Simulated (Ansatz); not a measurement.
A crystal relaxed with r2SCAN in Ansatz has space group P6_3/mmc (No. 194) and a = 2.965 Å, c = 29.459 Å.

| atom | site | x | y | z |
| --- | --- | --- | --- | --- |
| Mg | 4f | 0.3333 | 0.6667 | 0.8351 |
| Mg | 4f | 0.3333 | 0.6667 | 0.4175 |
| Mg | 2b | 0.0000 | 0.0000 | 0.2500 |
| Mg | 2a | 0.0000 | 0.0000 | 0.0000 |
| Xx | 4f | 0.3333 | 0.6667 | 0.9588 |
| Xx | 4f | 0.3333 | 0.6667 | 0.2061 |
| Xx | 4e | 0.0000 | 0.0000 | 0.1237 |

The r2SCAN gap is indirect, 5.166 eV (k = (-0.047, 0.005, 0) to Γ), below the direct gap of 5.174 eV at Γ. Least and direct gap differ so little that the kind isn't settled. With HSE06 the valence top lies at k = (-0.047, 0.005, 0) and the conduction bottom at Γ, 6.02 eV higher; the smallest vertical gap, at Γ, is 6.03 eV. Least and direct gap differ so little that the kind isn't settled. Meshes: r2SCAN 12×12×2, HSE06 6×6×1. r2SCAN's ε∞ is 3.0 along all three axes, to this precision.

Q: Which element is Xx?
A. O
B. Te
C. Se
D. S

A: A. Xx is O: MgO (P6_3/mmc) from a database structure. Mg is surrounded by 6 O at 2.10 Å; Mg is surrounded by 6 O at 2.15 Å; O is surrounded by 6 Mg at 2.10 Å; O is surrounded by 6 Mg at 2.10–2.15 Å.

No spin polarisation and no zero-point or thermal motion.

Where an edge lies off the special points, it is a point of the mesh or the k point where a search put PBE's edge or least direct gap, reused for the other functionals, whose own edges may lie a little apart.

Coordinates of k points refer to the reciprocal vectors of the primitive cell of the runs.

The meshes of the hybrids are coarse, so their gaps aren't converged to the digits shown.

For a response run the program warns that the ground state's bands aren't all converged, so ε∞ carries an extra error.
